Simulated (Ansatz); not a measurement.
## VO2 under changes of volume

One of the cells (10.308 Å³/atom); the others are scaled copies at fixed shape and fractional positions:

```
V O
1.0
     4.50720    0.00000    0.00000
     0.00000    4.50720    0.00000
     0.00000    0.00000    3.04445
V O
2 4
Cartesian
  2.2536 2.2536 1.5222
  0.0000 0.0000 0.0000
  0.9031 3.6041 1.5222
  3.6041 0.9031 1.5222
  3.1567 3.1567 0.0000
  1.3505 1.3505 0.0000
```

The cell is a database's computed one.

| Item | Value |
| --- | --- |
| Program | Ansatz 0.2.0 |
| Functional | SVWN5 |
| Potentials or basis | Ansatz PAW |
| Cutoff | 420 eV (not typed: the program's choice for these potentials) |
| k mesh | 6 × 6 × 9 |
| Occupations | fermi-dirac, width 0.05 eV |
| Spin | collinear spin, ferromagnetic start |
| Starting moments | [2.0, 2.0, 0.0, 0.0, 0.0, 0.0] μB |

| volume (Å³/atom) | energy over the lowest point (meV/atom) | pressure (GPa) | largest force (eV/Å) |
| --- | --- | --- | --- |
| 9.689 | 0.00 | -10.1 | 0.295 |
| 9.896 | 16.15 | -14.9 | 0.303 |
| 10.102 | 38.30 | -19.2 | 0.311 |
| 10.308 | ? | ? | ? |
| 10.514 | 97.57 | -26.4 | 0.323 |
| 10.720 | 133.57 | -29.3 | 0.329 |
| 10.926 | 173.21 | -32.0 | 0.334 |

**Question.** What does the run at 10.308 Å³/atom give?

**Answer.** Energy over the lowest point 65.63 meV/atom; pressure -23.0 GPa; largest force 0.317 eV/Å.

Worked out: A Birch-Murnaghan fit of order 3 (a polynomial in V^(-2/3)) to the other rows has no minimum within the range. It gives 65.61 meV/atom at 10.308 Å³/atom, against the run's 65.63, and -dE/dV = -23.1 GPa, against -23.0.

Energies are extrapolated to zero smearing.

Caveats: the PAW data sets come from PBE, with cores solved anew for the run's functional, which leaves a small shift of forces and pressure.
